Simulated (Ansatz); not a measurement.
# Sb (I4/mmm) in Ansatz: further runs

One crystal, Sb, is run at these levels: PBE; tasks: single point.

All numbers are computed with Ansatz 0.2.0; they aren't measurements. Logs are shortened: lines on timing, memory, paths and dates and some standing lists are left out, and cuts for length are marked.

## 1. The structure

Symmetry: I4/mmm, No. 139, tetragonal system. Conventional cell: a = 3.153 Å, b = 3.153 Å, c = 5.424 Å, α = 90.00°, β = 90.00°, γ = 90.00°. Sb (site symmetry 4/mmm) has 12 Sb at 3.15 to 3.51 Å as nearest neighbours.

This isn't the form of Sb at room conditions, which is rhombohedral.

## 2. Single point, PBE, 25.34 Å³/atom (volume scaled by 0.94)

File input.yaml:

```yaml
crystal:
  lattice:
    - [-1.5443568632, 1.5443568632, 2.656577215]
    - [1.5443568632, -1.5443568632, 2.656577215]
    - [1.5443568632, 1.5443568632, -2.656577215]
  atoms:
    - { symbol: Sb, position: [0.0, 0.0, 0.0] }
kpoints:
  mp_grid: { grid: [12, 12, 12] }
scf:
  occupations: { method: fermi_dirac, width: 0.05 }
hamiltonian:
  xc: pbe
  pseudopotentials: { kind: all_electron, lapw: { basis_error: 0.0005 } }
output:
  forces: true
  stress: true
  eigenvalues: true
```

Potentials or basis: all-electron LAPW, scalar-relativistic.

Launch:

```bash
$ ansatz run input.yaml --threads 1 --pin off --max-ram 3072MiB --backend cpu --events-out ev --progress --plain --runs-dir out
```

Standard output:

```text
Warning: RAYON_NUM_THREADS=1 ignored (pool sized by the plan → 1); use --threads N
LAPW: plane waves up to 7.466 Å⁻¹, error target 5.0e-4 eV per atom; small_component_spin mean_spin; Sb in spheres of 1.544 Å, 23 of its electrons in bands, Dirac shells [] (how accurate: hamiltonian.pseudopotentials.lapw.basis_error, Limitations)
Engine: ansatz 0.2.0, x86_64-unknown-linux-gnu
Pseudopotentials: kind: all_electron
Pseudopotential: Sb, LAPW, valence charge 23, lapw/all_electron/scalar/gaussian/Sb, Koelling and Harmon's equation, gaussian nucleus
Functional definition: PBE
  parameter kappa = 0.804
  parameter beta = 0.06672455060314922
  exchange = pbe_x(kappa = kappa, mu = beta*pi^2/3)
  correlation = pbe_c(beta = beta)
Crystal: 1 atoms, lattice volume = 25.344 Å³
Basis set: ecut = 212.37996909541678 eV, 195 PW (Γ), FFT grids on a1+a3, a2+a3, a3, exchange–correlation at level 2
Bands: 16, of which v1, the nominal top of the filled ones, is band 12 counted from 1 (11 counted from 0)
Symmetry: 16 space group operations
Space group: I4/mmm (ITA 139), of the structure as read, at distance tolerance 2.9e-5 Å
k-points: 163 of 1728
Non-local potential: Sb, projectors of the file, none
Initial density: superposition of atomic densities (chi_scale 0.1, normalization cell)
Initial wavefunctions: plane waves of lowest kinetic energy (no species holds an atomic orbital)
Functional: x = pbe(κ = 0.804, μ = 0.2195149727645171), c = pbe(β = 0.06672455060314922)
iter 1 solved again at ethr=4.67e-5 eV; its pass at ethr=1.00e-1 eV (dr2=1.07e-2 eV) is discarded
SCF iter   1: F=—  HF=-176367.857428 eV  |F-HF|=—  |Δ(HF+E_count)|=         —  Δρ=7.51e-3  dr2=1.08e-2  ethr=4.67e-5  ⟨swp⟩=3.4  Hψ=18444  notcnv=1
preconditioner: auto → Kerker (q_TF=auto, 2.685 Å⁻¹)  [metal: Δε(μ)=0.028 eV  Ē_g=12.925 eV  σ=0.050 eV  W_gap=0.14  n_scr=10 (ndim 8)  ℏωp=16.5 eV  f_vac=0.000  D(μ)=0.63/eV (n_scr^D=0)]
SCF iter   2: F=—  HF=-176367.850542 eV  |F-HF|=—  |Δ(HF+E_count)|=   6.89e-3  Δρ=4.79e-3  dr2=4.86e-3  ethr=4.67e-5  ⟨swp⟩=2.0  Hψ=7278  notcnv=0
SCF iter   3: F=—  HF=-176367.849834 eV  |F-HF|=—  |Δ(HF+E_count)|=   7.08e-4  Δρ=2.06e-3  dr2=1.04e-3  ethr=2.11e-5  ⟨swp⟩=2.0  Hψ=7281  notcnv=0
SCF iter   4: F=—  HF=-176367.849814 eV  |F-HF|=—  |Δ(HF+E_count)|=   2.04e-5  Δρ=8.78e-4  dr2=2.08e-4  ethr=4.52e-6  ⟨swp⟩=2.0  Hψ=7280  notcnv=0
iter 5 solved again at ethr=1.65e-8 eV; its pass at ethr=9.05e-7 eV (dr2=3.80e-6 eV) is discarded
SCF iter   5: F=—  HF=-176367.849876 eV  |F-HF|=—  |Δ(HF+E_count)|=   6.21e-5  Δρ=1.29e-4  dr2=3.80e-6  ethr=1.65e-8  ⟨swp⟩=2.0  Hψ=12431  notcnv=0
SCF iter   6: F=—  HF=-176367.849877 eV  |F-HF|=—  |Δ(HF+E_count)|=   9.73e-7  Δρ=4.39e-5  dr2=4.99e-7  ethr=1.65e-8  ⟨swp⟩=2.0  Hψ=7278  notcnv=0
SCF iter   7: F=-176367.849877 eV  HF=-176367.849877 eV  |F-HF|=1.02e-9  |Δ(HF+E_count)|=   7.51e-8  Δρ=9.67e-6  dr2=3.49e-8  ethr=2.17e-9  ⟨swp⟩=2.0  Hψ=7282  notcnv=0
SCF 1 converged in 7 iterations: F = -176367.849877 eV  dr2 = 3.49e-8
SCF converged after 7 iterations
Free energy (F): -176367.849877 eV
Harris-Foulkes:  -176367.849877 eV  (|F-HF|=1.02e-9)
Internal energy: -176367.844508 eV  (E = F + TS)
E sigma→0 (E₀):  -176367.847193 eV
Entropy (-TS):   -0.005369 eV (-5.369 meV/atom)
Fermi energy:    15.840054 eV
--- Per-component energies (eV) ---
  E_band       = -830.926808
  E_kinetic    = 185873.828671
  E_xc         = -4644.320555
  E_electrostatic = -357597.352624  (all electrons and nuclei)
  E_smearing   = -0.005369  (= −TS)
  E_closure    = 0.000000  (closes the sum)
  E_atoms      = -176364.064481  (free atoms, spherical and without spin; not in F)
  Σ components = -176367.849877   (vs F -176367.849877, Δ=0.00e0)
  Basis errors (estimates in eV, not in F): energy 1.5e-4 per atom: plane waves 1.4e-4 (7.3e-5 summed), levels above the bands 2.5e-92, relativity 8.7e-9, radial functions 8.7e-6, core shells 5.6e-10; eigenvalues (radial functions only) 1.8e-4; not estimated: angular momenta, meshes, grids; target (lapw.basis_error) 5.0e-4; muffin-tin radii Sb 1.544 Å
--- Forces (eV/Å), atoms counted from 1 ---
  atom   1  Sb    -0.00000000     0.00000000     0.00000000
  max |Σ_I F_I| component: 1.97e-31 eV/Å
--- Stress (GPa, compression-positive) ---
        7.169792       0.000000       0.000000
        0.000000       7.169792       0.000000
        0.000000       0.000000       5.334119
  P = ⅓ Tr σ = 6.5579 GPa (65.579 kbar)
--- Band table (eV; the first three rows and the last of 163) ---
  k-point 0: bands = ["-128.7140", "-81.7004", "-81.6759", "-81.6759", "-13.6066", "-13.5492", "-13.5068", "-13.5068", "-13.4408", "2.3816", "20.9272", "21.7115", "21.7115", "26.0446", "26.3991", "27.3376"]
  k-point 1: bands = ["-128.7140", "-81.7004", "-81.6761", "-81.6761", "-13.5907", "-13.5432", "-13.5113", "-13.5047", "-13.4466", "2.6038", "20.4928", "20.5567", "20.8961", "24.7929", "26.3321", "27.5081"]
  k-point 2: bands = ["-128.7140", "-81.7005", "-81.6767", "-81.6766", "-13.5471", "-13.5276", "-13.5235", "-13.4988", "-13.4625", "3.2694", "18.6976", "19.2559", "19.4327", "23.1373", "26.4129", "26.6487"]
  k-point 162: bands = ["-128.7140", "-81.7015", "-81.6762", "-81.6762", "-13.6304", "-13.5636", "-13.4434", "-13.4434", "-13.4251", "6.4371", "9.7619", "18.0664", "18.0664", "21.9110", "22.2261", "37.3662"]
```

Run time: 15 s. Hardware: 1 thread of AMD EPYC 7R43 (Zen 3), shared host; peak memory 0.37 GiB.

Results:

```yaml
Free_energy: -176367.8499 eV
Pressure: 6.6 GPa
Band_gap_on_the_k_mesh: none (metal or under the smearing width)
```

## 3. Single point, PBE, 25.88 Å³/atom (volume scaled by 0.96)

input.yaml, as its differences from that of step 2:

```diff
@@ -2,5 +2,5 @@
   lattice:
-    - [-1.5443568632, 1.5443568632, 2.656577215]
-    - [1.5443568632, -1.5443568632, 2.656577215]
-    - [1.5443568632, 1.5443568632, -2.656577215]
+    - [-1.5552329741, 1.5552329741, 2.6752861216]
+    - [1.5552329741, -1.5552329741, 2.6752861216]
+    - [1.5552329741, 1.5552329741, -2.6752861216]
   atoms:
```

Potentials or basis: all-electron LAPW, scalar-relativistic.

Launch:

```bash
$ ansatz run input.yaml --threads 1 --pin off --max-ram 3072MiB --backend cpu --events-out ev --progress --plain --runs-dir out
```

Wall time 16 s (1 thread of AMD EPYC 7R43 (Zen 3), shared host); peak memory 0.37 GiB.

Results (log left out):

```
Free energy            : -176367.8689 eV
Pressure               : 4.8 GPa
Band gap on the k mesh : none (metal or under the smearing width)
```

## 4. Single point, PBE, 26.42 Å³/atom (volume scaled by 0.98)

input.yaml, as its differences from that of step 3:

```diff
@@ -2,5 +2,5 @@
   lattice:
-    - [-1.5552329741, 1.5552329741, 2.6752861216]
-    - [1.5552329741, -1.5552329741, 2.6752861216]
-    - [1.5552329741, 1.5552329741, -2.6752861216]
+    - [-1.5659590577, 1.5659590577, 2.6937369538]
+    - [1.5659590577, -1.5659590577, 2.6937369538]
+    - [1.5659590577, 1.5659590577, -2.6937369538]
   atoms:
```

Launch:

```bash
$ ansatz run input.yaml --threads 1 --pin off --max-ram 3072MiB --backend cpu --events-out ev --progress --plain --runs-dir out
```

Run time: 14 s. Hardware: 1 thread of AMD EPYC 7R43 (Zen 3), shared host; peak memory 0.37 GiB.

It converged, with:

| Quantity | Value |
| --- | --- |
| Free energy | -176367.8823 eV |
| Pressure | 3.2 GPa |
| Band gap on the k mesh | none (metal or under the smearing width) |

## 5. Single point, PBE, 26.96 Å³/atom

input.yaml, as its differences from that of step 4:

```diff
@@ -2,5 +2,5 @@
   lattice:
-    - [-1.5659590577, 1.5659590577, 2.6937369538]
-    - [1.5659590577, -1.5659590577, 2.6937369538]
-    - [1.5659590577, 1.5659590577, -2.6937369538]
+    - [-1.5765401831, 1.5765401831, 2.7119384313]
+    - [1.5765401831, -1.5765401831, 2.7119384313]
+    - [1.5765401831, 1.5765401831, -2.7119384313]
   atoms:
```

Launch:

```bash
$ ansatz run input.yaml --threads 1 --pin off --max-ram 3072MiB --backend cpu --events-out ev --progress --plain --runs-dir out
```

It took 14 s on 1 thread of AMD EPYC 7R43 (Zen 3), shared host; peak memory 0.37 GiB.

Results (log left out):

```yaml
Free_energy: -176367.8907 eV
Pressure: 1.8 GPa
Band_gap_on_the_k_mesh: none (metal or under the smearing width)
```

## 6. Single point, PBE, 27.50 Å³/atom (volume scaled by 1.02)

input.yaml, as its differences from that of step 5:

```diff
@@ -2,5 +2,5 @@
   lattice:
-    - [-1.5765401831, 1.5765401831, 2.7119384313]
-    - [1.5765401831, -1.5765401831, 2.7119384313]
-    - [1.5765401831, 1.5765401831, -2.7119384313]
+    - [-1.5869811508, 1.5869811508, 2.7298988119]
+    - [1.5869811508, -1.5869811508, 2.7298988119]
+    - [1.5869811508, 1.5869811508, -2.7298988119]
   atoms:
```

Potentials or basis: all-electron LAPW, scalar-relativistic.

Launch:

```bash
$ ansatz run input.yaml --threads 1 --pin off --max-ram 3072MiB --backend cpu --events-out ev --progress --plain --runs-dir out
```

Wall time 22 s (1 thread of AMD EPYC 7R43 (Zen 3), shared host); peak memory 0.37 GiB.

Results (log left out):

```
Free energy            : -176367.8945 eV
Pressure               : 0.5 GPa
Band gap on the k mesh : none (metal or under the smearing width)
```

## 7. Single point, PBE, 28.04 Å³/atom (volume scaled by 1.04)

input.yaml, as its differences from that of step 6:

```diff
@@ -2,5 +2,5 @@
   lattice:
-    - [-1.5869811508, 1.5869811508, 2.7298988119]
-    - [1.5869811508, -1.5869811508, 2.7298988119]
-    - [1.5869811508, 1.5869811508, -2.7298988119]
+    - [-1.597286512, 1.597286512, 2.7476259243]
+    - [1.597286512, -1.597286512, 2.7476259243]
+    - [1.597286512, 1.597286512, -2.7476259243]
   atoms:
```

Launch:

```bash
$ ansatz run input.yaml --threads 1 --pin off --max-ram 3072MiB --backend cpu --events-out ev --progress --plain --runs-dir out
```

It took 15 s on 1 thread of AMD EPYC 7R43 (Zen 3), shared host; peak memory 0.36 GiB.

It converged, with:

- Free energy: -176367.8943 eV
- Pressure: -0.6 GPa
- Band gap on the k mesh: none (metal or under the smearing width)

## 8. Single point, PBE, 28.58 Å³/atom (volume scaled by 1.06)

input.yaml, as its differences from that of step 7:

```diff
@@ -2,5 +2,5 @@
   lattice:
-    - [-1.597286512, 1.597286512, 2.7476259243]
-    - [1.597286512, -1.597286512, 2.7476259243]
-    - [1.597286512, 1.597286512, -2.7476259243]
+    - [-1.6074605858, 1.6074605858, 2.7651271982]
+    - [1.6074605858, -1.6074605858, 2.7651271982]
+    - [1.6074605858, 1.6074605858, -2.7651271982]
   atoms:
```

Launch:

```bash
$ ansatz run input.yaml --threads 1 --pin off --max-ram 3072MiB --backend cpu --events-out ev --progress --plain --runs-dir out
```

It took 14 s on 1 thread of AMD EPYC 7R43 (Zen 3), shared host; peak memory 0.34 GiB.

It converged, with:

| Item | Value |
| --- | --- |
| Free energy | -176367.8905 eV |
| Pressure | -1.6 GPa |
| Band gap on the k mesh | none (metal or under the smearing width) |
